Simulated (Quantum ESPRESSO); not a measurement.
## NaI (Fm-3m): zone-centre phonons

Aim: the zone-centre modes of NaI (Fm-3m).

Method: DFT LDA, scalar-relativistic, plane waves, PseudoDojo norm-conserving pseudopotentials, in Quantum ESPRESSO 7.5.

**1. Set-up**

It takes space group Fm-3m (No. 225, cubic). The conventional cell has a = 6.473 Å, b = 6.473 Å, c = 6.473 Å, α = 90.00°, β = 90.00°, γ = 90.00°. Na has 6 I at 3.24 Å nearest. Nearest to I lie 6 Na at 3.24 Å. Farther neighbours and most contacts between anions are not listed.

**2. A first look**

Before anything dear is run, a loose run with smearing shows whether this is a metal and how far the cell is from rest.

Contents of probe.in:

```
&CONTROL
  calculation = 'scf'
  prefix      = 'x'
  outdir      = './tmp'
  pseudo_dir  = './pseudo'
  tprnfor     = .true.
  tstress     = .true.
  verbosity   = 'high'
/
&SYSTEM
  ibrav       = 0
  nat         = 2
  ntyp        = 2
  ecutwfc     = 88.0
  occupations = 'smearing'
  smearing    = 'gaussian'
  degauss     = 0.01
/
&ELECTRONS
  conv_thr         = 1.0d-07
  mixing_beta      = 0.7
  electron_maxstep = 100
/
ATOMIC_SPECIES
 Na     22.9898  Na.upf
 I     126.9045  I.upf
CELL_PARAMETERS angstrom
     0.000000000    3.236400000    3.236400000
     3.236400000    0.000000000    3.236400000
     3.236400000    3.236400000    0.000000000
ATOMIC_POSITIONS crystal
 Na     0.000000000   0.000000000   0.000000000
 I      0.500000000   0.500000000   0.500000000
K_POINTS automatic
 6 6 6 0 0 0
```

On the command line:

```bash
OMP_NUM_THREADS=1 mpirun -n 4 pw.x -nk 4 -in probe.in > probe.out
```

Output:

```text
[banners, grids, parts of the stress and lines that vanish by symmetry left out]
Program PWSCF v.7.5
     Message from routine setup:
     using ibrav=0 with symmetry is DISCOURAGED, use correct ibrav instead
[...]
kinetic-energy cutoff     =      88.0000  Ry
     charge density cutoff     =     352.0000  Ry
     scf convergence threshold =      1.0E-07
[...]
Exchange-correlation= SLA  PW   NOGX NOGC
                           (   1   4   0   0   0   0   0)
[...]
48 Sym. Ops., with inversion, found
[...]
(     0          1          0      )
                  (     0          0          1      )
[...]
( -0.0000000  1.0000000  0.0000000 )
                  ( -0.0000000  0.0000000  1.0000000 )
[...]
(     1          0         -1      )
                  (     0          0         -1      )
[...]
(  0.0000000 -1.0000000 -0.0000000 )
[...]
(    -1          1          0      )
                  (     0          1         -1      )
[...]
( -1.0000000  0.0000000 -0.0000000 )
                  ( -0.0000000  1.0000000 -0.0000000 )
[...]
number of k points=    16  Gaussian smearing, width (Ry)=  0.0100
[...]
End of self-consistent calculation
[...]
the Fermi energy is     4.0231 ev
!    total energy              =    -117.44288913 Ry
[...]
convergence has been achieved in   5 iterations
[...]
atom    1 type  1   force =     0.00000000    0.00000000    0.00000000
     atom    2 type  2   force =     0.00000000    0.00000000    0.00000000
[...]
Total force =     0.000000     Total SCF correction =     0.000000
[...]
total   stress  (Ry/bohr**3)                   (kbar)     P=      -16.29
[...]
XML data file, charge density, pseudopotentials, collected wavefunctions

   JOB DONE.
```

Run time: 4.2 s. Hardware: 4 MPI ranks of Intel Xeon Platinum 8375C at 2.90GHz (Ice Lake), shared host; 16 s of CPU time.

Numbers from this step:

- volume per atom: 33.90 Å³
- pressure: -1.629 GPa
- gap on the k-mesh: 3.329 eV

A gap of 3.3 eV opens on this mesh, so the crystal is taken as an insulator; the start stands at -1.6 GPa.

**3. Relaxation**

The relaxation runs at a cutoff a fifth above that of the response, since stress converges more slowly with the basis than frequencies do. Forces and stress are brought to rest with tight thresholds.

Contents of relax.in:

```
&CONTROL
  calculation   = 'vc-relax'
  prefix        = 'x'
  outdir        = './tmp'
  pseudo_dir    = './pseudo'
  tprnfor       = .true.
  tstress       = .true.
  forc_conv_thr = 2.0d-05
  etot_conv_thr = 1.0d-07
  nstep         = 40
/
&SYSTEM
  ibrav       = 0
  nat         = 2
  ntyp        = 2
  ecutwfc     = 106
  occupations = 'fixed'
  nbnd        = 10
/
&ELECTRONS
  conv_thr         = 1.0d-11
  mixing_beta      = 0.7
  electron_maxstep = 100
/
&IONS
/
&CELL
  press_conv_thr = 0.2
/
ATOMIC_SPECIES
 Na     22.9898  Na.upf
 I     126.9045  I.upf
CELL_PARAMETERS angstrom
     0.000000000    3.236400000    3.236400000
     3.236400000    0.000000000    3.236400000
     3.236400000    3.236400000    0.000000000
ATOMIC_POSITIONS crystal
 Na     0.000000000   0.000000000   0.000000000
 I      0.500000000   0.500000000   0.500000000
K_POINTS automatic
 6 6 6 0 0 0
```

On the command line:

```bash
OMP_NUM_THREADS=1 mpirun -n 4 pw.x -nk 4 -in relax.in > relax.out
```

Output:

```text
[banners, grids, parts of the stress and lines that vanish by symmetry left out]
[banner, memory and clock lines left out]
Program PWSCF v.7.5

[...]
kinetic-energy cutoff     =     106.0000  Ry
     charge density cutoff     =     424.0000  Ry
     scf convergence threshold =      1.0E-11
[...]
energy convergence thresh.=      1.0E-07
     force convergence thresh. =      2.0E-05
     press convergence thresh. =      2.0E-01
     Exchange-correlation= SLA  PW   NOGX NOGC
                           (   1   4   0   0   0   0   0)
[...]
48 Sym. Ops., with inversion, found
[...]
number of k points=    16
[...]
End of self-consistent calculation
[...]
highest occupied, lowest unoccupied level (ev):     1.5407    4.8700
!    total energy              =    -117.44292294 Ry
[...]
convergence has been achieved in  10 iterations
[...]
atom    1 type  1   force =     0.00000000    0.00000000    0.00000000
     atom    2 type  2   force =    -0.00000000   -0.00000000    0.00000000
     Total force =     0.000000     Total SCF correction =     0.000000
[...]
total   stress  (Ry/bohr**3)                   (kbar)     P=      -16.13
[...]
number of bfgs steps    =   0
[...]
CELL_PARAMETERS (angstrom)
[...]
ATOMIC_POSITIONS (crystal)
Na               0.0000000000        0.0000000000        0.0000000000
I                0.5000000000        0.5000000000        0.5000000000
[...]
New effective cutoffs (rho, wfc):  425.57  106.56
[...]
End of self-consistent calculation
[...]
highest occupied, lowest unoccupied level (ev):     1.6061    4.9568
!    total energy              =    -117.44332114 Ry
[...]
convergence has been achieved in   7 iterations
[...]
atom    1 type  1   force =     0.00000000    0.00000000    0.00000000
     atom    2 type  2   force =    -0.00000000   -0.00000000   -0.00000000
     Total force =     0.000000     Total SCF correction =     0.000000
[...]
total   stress  (Ry/bohr**3)                   (kbar)     P=      -15.08
[...]
number of bfgs steps    =   1
[...]
WARNING: bfgs curvature condition failed, Theta= 0.860
[...]
CELL_PARAMETERS (angstrom)
[...]
ATOMIC_POSITIONS (crystal)
Na               0.0000000000        0.0000000000        0.0000000000
I                0.5000000000        0.5000000000        0.5000000000
[...]
New effective cutoffs (rho, wfc):  429.10  107.45
[...]
End of self-consistent calculation
[...]
highest occupied, lowest unoccupied level (ev):     1.7058    5.0894
!    total energy              =    -117.44386284 Ry
[...]
convergence has been achieved in   8 iterations
[...]
atom    1 type  1   force =    -0.00000000    0.00000000   -0.00000000
     atom    2 type  2   force =    -0.00000000    0.00000000   -0.00000000
     Total force =     0.000000     Total SCF correction =     0.000000
[...]
total   stress  (Ry/bohr**3)                   (kbar)     P=      -13.41
[...]
number of bfgs steps    =   2
[...]
CELL_PARAMETERS (angstrom)
[...]
ATOMIC_POSITIONS (crystal)
[...]
New effective cutoffs (rho, wfc):  434.48  108.79
[...]
End of self-consistent calculation
[...]
convergence has been achieved in   8 iterations
[...]
atom    1 type  1   force =     0.00000000    0.00000000    0.00000000
     atom    2 type  2   force =     0.00000000    0.00000000    0.00000000
     Total force =     0.000000     Total SCF correction =     0.000000
[...]
total   stress  (Ry/bohr**3)                   (kbar)     P=       -5.99
[...]
number of bfgs steps    =   4
[...]
CELL_PARAMETERS (angstrom)
[...]
ATOMIC_POSITIONS (crystal)
[...]
New effective cutoffs (rho, wfc):  453.22  113.48
[...]
highest occupied, lowest unoccupied level (ev):     2.4078    6.0304
!    total energy              =    -117.44551477 Ry
[...]
convergence has been achieved in   8 iterations
[...]
atom    1 type  1   force =     0.00000000    0.00000000    0.00000000
     atom    2 type  2   force =     0.00000000    0.00000000   -0.00000000
     Total force =     0.000000     Total SCF correction =     0.000000
[...]
total   stress  (Ry/bohr**3)                   (kbar)     P=        0.80
[...]
number of bfgs steps    =   5
[...]
CELL_PARAMETERS (angstrom)
[...]
ATOMIC_POSITIONS (crystal)
[...]
New effective cutoffs (rho, wfc):  451.98  113.18
[...]
highest occupied, lowest unoccupied level (ev):     2.3710    5.9808
!    total energy              =    -117.44551910 Ry
[...]
convergence has been achieved in   7 iterations
[...]
atom    1 type  1   force =     0.00000000    0.00000000   -0.00000000
     atom    2 type  2   force =     0.00000000    0.00000000    0.00000000
     Total force =     0.000000     Total SCF correction =     0.000000
[...]
total   stress  (Ry/bohr**3)                   (kbar)     P=       -0.05
[...]
number of bfgs steps    =   6
[...]
CELL_PARAMETERS (angstrom)
[...]
ATOMIC_POSITIONS (crystal)
[...]
New effective cutoffs (rho, wfc):  452.05  113.19
[...]
End of self-consistent calculation
[...]
highest occupied, lowest unoccupied level (ev):     2.3731    5.9836
!    total energy              =    -117.44551912 Ry
[...]
convergence has been achieved in   4 iterations
[...]
atom    1 type  1   force =    -0.00000000   -0.00000000    0.00000000
     atom    2 type  2   force =     0.00000000    0.00000000   -0.00000000
     Total force =     0.000000     Total SCF correction =     0.000000
[...]
total   stress  (Ry/bohr**3)                   (kbar)     P=       -0.00
[...]
bfgs converged in   8 scf cycles and   7 bfgs steps
[...]
End of BFGS Geometry Optimization
     Final enthalpy           =    -117.4455191171 Ry
     File ./tmp/x.bfgs deleted, as requested
[...]
CELL_PARAMETERS (angstrom)
[...]
ATOMIC_POSITIONS (crystal)
Na               0.0000000000       -0.0000000000        0.0000000000
I                0.5000000000        0.5000000000        0.5000000000
[...]
Final scf calculation at the relaxed structure.
[...]
kinetic-energy cutoff     =     106.0000  Ry
     charge density cutoff     =     424.0000  Ry
     scf convergence threshold =      1.0E-13
[...]
press convergence thresh. =      2.0E-01
     Exchange-correlation= SLA  PW   NOGX NOGC
                           (   1   4   0   0   0   0   0)
[...]
48 Sym. Ops., with inversion, found
[...]
number of k points=    16
[...]
End of self-consistent calculation
[...]
highest occupied, lowest unoccupied level (ev):     2.3731    5.9836
!    total energy              =    -117.44551582 Ry
[...]
convergence has been achieved in  10 iterations
[...]
atom    1 type  1   force =    -0.00000000    0.00000000    0.00000000
     atom    2 type  2   force =     0.00000000   -0.00000000   -0.00000000
     Total force =     0.000000     Total SCF correction =     0.000000
[...]
total   stress  (Ry/bohr**3)                   (kbar)     P=        0.01
[...]
XML data file, charge density, pseudopotentials, collected wavefunctions
```

Run time: 47 s. Hardware: 4 MPI ranks.

Step by step:

| step | energy less that of the first step (eV) | largest force (eV/Å) | pressure (GPa) | volume (Å³) |
| --- | --- | --- | --- | --- |
| 1 | 0.0000 | 0.0000 | -1.61 | 67.80 |
| 2 | -0.0054 | 0.0000 | -1.51 | 67.24 |
| 3 | -0.0128 | 0.0000 | -1.34 | 66.41 |
| 4 | -0.0220 | 0.0000 | -1.07 | 65.18 |
| 5 | -0.0316 | 0.0000 | -0.60 | 63.37 |
| 6 | -0.0353 | 0.0000 | 0.08 | 61.18 |
| 7 | -0.0353 | 0.0000 | -0.01 | 61.43 |
| 8 | -0.0353 | 0.0000 | 0.00 | 61.42 |
| 9 | -0.0353 | 0.0000 | 0.00 | 61.42 |

| conventional cell, symmetrised | before | after | change |
| --- | --- | --- | --- |
| a (Å) | 6.473 | 6.263 | -3.2 % |
| b (Å) | 6.473 | 6.263 | -3.2 % |
| c (Å) | 6.473 | 6.263 | -3.2 % |
| volume (Å³/atom) | 33.90 | 30.71 | -9.4 % |

Final coordinates:

```
Na I
1.0
     0.00000    3.13154    3.13154
     3.13154    0.00000    3.13154
     3.13154    3.13154    0.00000
Na I
1 1
Direct
  0.00000 0.00000 0.00000
  0.50000 0.50000 0.50000
```

The last row of the table of steps is pw.x's closing run on a basis chosen anew for the final cell, so its energy can jump.

Numbers from this step:

| Item | Value |
| --- | --- |
| volume per atom | 30.71 Å³ |
| pressure | 0.001 GPa |
| gap on the k-mesh | 3.611 eV |

The volume changes by -9.4 % from the cell with which this run began.

**4. Ground state**

Perturbation theory inherits every error of the wavefunctions, so the threshold is set near the limit of the arithmetic. With a gap, occupations are fixed, which also allows the response to an electric field.

Contents of scf.in:

```
&CONTROL
  calculation = 'scf'
  prefix      = 'x'
  outdir      = './tmp'
  pseudo_dir  = './pseudo'
  tprnfor     = .true.
  tstress     = .true.
/
&SYSTEM
  ibrav       = 0
  nat         = 2
  ntyp        = 2
  ecutwfc     = 88.0
  occupations = 'fixed'
  nbnd        = 10
/
&ELECTRONS
  conv_thr         = 1.0d-12
  mixing_beta      = 0.7
  electron_maxstep = 100
/
ATOMIC_SPECIES
 Na     22.9898  Na.upf
 I     126.9045  I.upf
CELL_PARAMETERS angstrom
     0.000000000    3.131543908    3.131543908
     3.131543908    0.000000000    3.131543908
     3.131543908    3.131543908    0.000000000
ATOMIC_POSITIONS crystal
 Na     0.000000000   0.000000000   0.000000000
 I      0.500000000   0.500000000   0.500000000
K_POINTS automatic
 6 6 6 0 0 0
```

On the command line:

```bash
OMP_NUM_THREADS=1 mpirun -n 4 pw.x -nk 4 -in scf.in > scf.out
```

Output:

```text
[banners, grids, parts of the stress and lines that vanish by symmetry left out]
[banner, memory and clock lines left out]
Program PWSCF v.7.5

[...]
kinetic-energy cutoff     =      88.0000  Ry
     charge density cutoff     =     352.0000  Ry
     scf convergence threshold =      1.0E-12
[...]
Exchange-correlation= SLA  PW   NOGX NOGC
                           (   1   4   0   0   0   0   0)
[...]
48 Sym. Ops., with inversion, found
[...]
number of k points=    16
[...]
End of self-consistent calculation
[...]
highest occupied, lowest unoccupied level (ev):     2.3731    5.9836
!    total energy              =    -117.44548180 Ry
[...]
convergence has been achieved in  10 iterations
[...]
atom    1 type  1   force =     0.00000000    0.00000000    0.00000000
     atom    2 type  2   force =     0.00000000   -0.00000000    0.00000000
     Total force =     0.000000     Total SCF correction =     0.000000
[...]
total   stress  (Ry/bohr**3)                   (kbar)     P=       -0.03
[...]
XML data file, charge density, pseudopotentials, collected wavefunctions
```

Wall time 5 s (4 MPI ranks); 19 s of CPU time.

This step gave:

```yaml
pressure: -0.003000 GPa
```

The cell stands at -0.0030 GPa, close enough for phonons.

(Part 1 of 2 ends here.)

[Host names and launcher messages were left out of these logs when they were recorded.]

[Logs are printed without paths, hosts, clocks, repeated set-up lines and the standing remarks that a program may print on its own settings, such as how far it seeks lower states.]

[Hosts, paths, dates, database ids (printed as entryN), source tags and the programs' standing remarks are cut or masked in the printed files.]
